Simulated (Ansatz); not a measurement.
Simulated powder pattern, Ag Kα, λ = 0.560885 Å (kinematic, ideal powder, no thermal factors, no anomalous dispersion; the 30 strongest lines at most, above 1 %, up to 2θ = 30°):

| 2θ (°) | d (Å) | I/Imax (%) |
|---|---|---|
| 3.10 | 10.377 | 5.3 |
| 6.20 | 5.189 | 4.4 |
| 9.30 | 3.459 | 2.1 |
| 9.60 | 3.352 | 1.9 |
| 10.09 | 3.190 | 100 |
| 11.98 | 2.687 | 7.0 |
| 13.50 | 2.386 | 35 |
| 14.31 | 2.251 | 5.1 |
| 15.03 | 2.144 | 39 |
| 15.53 | 2.075 | 4.7 |
| 16.02 | 2.013 | 9.6 |
| 16.27 | 1.982 | 2.4 |
| 17.70 | 1.823 | 2.4 |
| 18.13 | 1.780 | 21 |
| 18.66 | 1.730 | 3.9 |
| 18.73 | 1.724 | 3.6 |
| 19.26 | 1.676 | 1.9 |
| 20.25 | 1.595 | 11 |
| 21.68 | 1.491 | 11 |
| 22.03 | 1.468 | 3.8 |
| 22.53 | 1.436 | 2.2 |
| 23.63 | 1.369 | 19 |
| 24.05 | 1.346 | 11 |
| 25.32 | 1.280 | 11 |
| 25.48 | 1.272 | 6.2 |
| 26.18 | 1.238 | 7.7 |
| 26.59 | 1.219 | 2.3 |
| 26.78 | 1.211 | 4.2 |
| 28.52 | 1.138 | 2.0 |
| 29.71 | 1.094 | 3.8 |

The pattern belongs to a structure relaxed with r²SCAN+D4 (plane waves, PAW; program Ansatz).

The compound is Sb2Te3.

### Question
Give the crystal system and the lattice parameters.

### Answer
trigonal, R-3m; a = 4.289 Å, c = 31.131 Å.

The cell was relaxed with r²SCAN+D4 under the symmetry of its start. Scalar-relativistic: spin–orbit coupling is off unless named, which matters more the heavier the elements.

Potentials: the later of the program's two PAW sets.
